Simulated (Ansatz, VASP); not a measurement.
# Two plane-wave programs on AgCl

```
Ag Cl
1.0
     0.00000    2.67731    2.67731
     2.67731    0.00000    2.67731
     2.67731    2.67731    0.00000
Ag Cl
1 1
Direct
  0.50000 0.50000 0.50000
  0.00000 0.00000 0.00000
```

Alike in both runs: functional LDA; k mesh 8 × 8 × 8; occupations gaussian, width 0.02 eV; no spin polarisation.

Ansatz relaxed the structure, and its values are those at the end. VASP's run is a single point on that final structure, the one shown.

```csv
,VASP,Ansatz
version,VASP 6.6.1,Ansatz 0.2.0
potentials or method,"VASP PAW LDA potentials, release 64 (Ag, Cl)","scalar-relativistic, plane waves, PAW"
plane-wave cutoff (eV),520,420
valence electrons in the cell,18,26
```

VASP gave:

| Property | Result |
| --- | --- |
| gap on the k mesh at the Fermi level (eV) | 0.66 |
| least direct gap on the mesh (eV) | 3.36 |
| pressure (GPa) | 0.0 |

Which values does Ansatz return?

gap on the k mesh at the Fermi level (eV): 0.63; least direct gap on the mesh (eV): 3.34; pressure (GPa): 0.0.

The two sets of potentials don't hold the same shells in valence.

A k mesh can miss the band edges. As with any semilocal functional, this LDA gap is likely too small.
